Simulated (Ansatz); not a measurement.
A (111) slab of Pt (Fm-3m (No. 225)), 5 planes, outer planes Pt (top) and Pt (bottom), with 5 atoms (Pt5) in a surface cell of A = 6.723 Å², as cut from the bulk:

```
Pt
1.0
     2.78616    0.00000    0.00000
    -1.39308    2.41288    0.00000
     0.00000    0.00000   24.09955
Pt
5
Direct
  0.66667 0.33333 0.31121
  0.33333 0.66667 0.40560
  0.00000 0.00000 0.50000
  0.66667 0.33333 0.59440
  0.33333 0.66667 0.68879
```

Method: DFT r2SCAN, scalar-relativistic, plane waves, PAW in Ansatz 0.2.0. Cutoff 500 eV; k points 15×15×1 on the computed 5-atom cell (Γ-centred); Gaussian smearing, width 0.10 eV; no spin polarisation.

Against the same 5 atoms in the bulk, the slab as cut lies 1.442 eV higher and the relaxed slab 1.434 eV higher.

Q: Work out the surface energy before and after relaxation.

A: The slab has two faces, so γ = (E_slab − N·E_bulk)/(2A), the mean of both. As cut: 1.442/(2 × 6.723) = 0.1072 eV/Å², and 1 eV/Å² = 16.02 J/m², so γ = 1.72 J/m². Relaxed: 1.434/(2 × 6.723) = 0.1066 eV/Å² = 1.71 J/m². Relaxation recovers 0.6 % of the cost of cutting.

Q: A cut through this plane breaks about 3 nearest-neighbour bonds a surface cell. What does each broken bond cost, before relaxation?

A: One cut makes two faces and costs 2γA = 1.442 eV, shared by 3 bonds: 0.48 eV a bond. In a metal this is less than the cohesive energy a bond, since the bonds that remain at the surface strengthen.

Q: What is the ideal work of this cut, per area?

A: Griffith's ideal work is 2γ: 3.44 J/m² if the new faces stay rigid, 3.42 J/m² if they relax. One thickness was run, 5 planes, so γ can still shift with it.